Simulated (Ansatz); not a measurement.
# Sn under changes of volume

One of the cells (27.205 Å³/atom); the others are scaled copies at fixed shape and fractional positions:

```xyz
1
Lattice="-1.8947 1.8947 1.8947 1.8947 -1.8947 1.8947 1.8947 1.8947 -1.8947" Properties=species:S:1:pos:R:3 pbc="T T T"
Sn    0.0000    0.0000    0.0000
```

This isn't the form of Sn at room conditions, which is tetragonal (white tin).

- Program: Ansatz 0.2.0
- Functional: LDA
- Potentials or basis: Ansatz PAW
- Cutoff: 420 eV (not typed: the program's choice for these potentials)
- k mesh: 10 × 10 × 10
- Occupations: fermi-dirac, width 0.05 eV
- Spin: no spin polarisation

```tsv
volume (Å³/atom)	energy over the lowest point (meV/atom)	pressure (GPa)
25.573	0.00	-0.6
26.117	3.91	-1.6
26.661	11.21	-2.6
27.205	21.50	-3.4
27.749	34.44	-4.1
28.293	49.74	-4.8
28.837	?	?
```

**Question.** What does the run at 28.837 Å³/atom give?

**Answer.** Energy over the lowest point 67.11 meV/atom; pressure -5.4 GPa.

Worked out: A Birch-Murnaghan fit of order 3 (a polynomial in V^(-2/3)) to the other rows has its minimum at 25.28 Å³/atom, just outside them, with B0 = V·E''(V) = 56 GPa and B' = 4.6. It gives 67.12 meV/atom at 28.837 Å³/atom, against the run's 67.11, and -dE/dV = -5.4 GPa, against -5.4.

Energies are extrapolated to zero smearing.

Caveats: the PAW data sets come from PBE, with cores solved anew for the run's functional, which leaves a small shift of forces and pressure.
